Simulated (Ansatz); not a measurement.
Level of theory: Ansatz, DFT PBE, scalar-relativistic, plane waves, PAW. All cells share a 420 eV cutoff and Γ-centred k meshes spaced at most about 0.3 Å⁻¹ (about 0.25 or finer for metals, 2π included). Spin is collinear in cells that carry moments; the others ran without spin or lost their moments.

Each guess is relaxed in cell and atoms at zero pressure, on a coarse mesh first where it starts far from rest and then on a converged one. The steps can't lower the symmetry of the start, but it can rise. Energies are static (0 K, no zero-point motion).

Two unrelaxed guesses for Cd₄InO:

A.

```
CELL_PARAMETERS angstrom
5.86028 0.00000 0.00000
-2.93014 5.07515 0.00000
0.00000 0.00000 4.70634
ATOMIC_POSITIONS crystal
Cd 0.66667 0.33333 0.00000
Cd 0.00306 0.50153 0.50000
Cd 0.49847 0.50153 0.50000
Cd 0.49847 0.99694 0.50000
In 0.33333 0.66667 0.00000
O 0.00000 0.00000 0.00000
```

B.

```
CELL_PARAMETERS angstrom
3.98054 0.00000 0.00000
-1.99027 3.44725 0.00000
0.00000 0.00000 8.09170
ATOMIC_POSITIONS crystal
Cd 0.33333 0.66667 0.75959
Cd 0.33333 0.66667 0.24041
Cd 0.66667 0.33333 0.75959
Cd 0.66667 0.33333 0.24041
In 0.00000 0.00000 0.50000
O 0.00000 0.00000 0.00000
```

Question: Where do they end, and which end is lower?

Answer: B ends lower, by 175 meV/atom. A: P-6m2 at 23.3 Å³/atom → P-6m2 at 24.8 Å³/atom; B: P6/mmm at 18.5 Å³/atom → P6/mmm at 22.3 Å³/atom. The shortest distance is 2.77 Å (Cd–Cd) in the end of A and 2.66 Å (Cd–Cd) in the end of B. End of A. Conventional cell: a = 5.561 Å, c = 5.557 Å. Cd on a site of symmetry -6m2 is surrounded by 6 Cd at 3.21 Å, 3 O at 3.21 Å and 3 In at 3.21 Å; In is surrounded by 3 O at 3.21 Å and 9 Cd at 3.21 Å; O has 3 Cd at 3.21 Å and 3 In at 3.21 Å (long contacts); 1 more site not described. End of B. Conventional cell: a = 5.332 Å, c = 5.445 Å. Cd has 2 Cd at 2.66–2.78 Å, 3 Cd at 3.08 Å, 3 O at 3.35 Å and 3 In at 3.38 Å; In has 2 O at 2.72 Å and 12 Cd at 3.38 Å; around O lie 2 In at 2.72 Å and 12 Cd at 3.35 Å.

Ends held by symmetry can be saddle points. Neither end is the lowest form computed: that has space group P4/mmm (No. 123) and lies 0.30 eV/atom below the better end. Even the lowest of the cells shown lies +0.17 eV/atom against the elements. Another magnetic order may lie lower. Some types were kept out of the candidates beforehand, so the set may lack a known form.
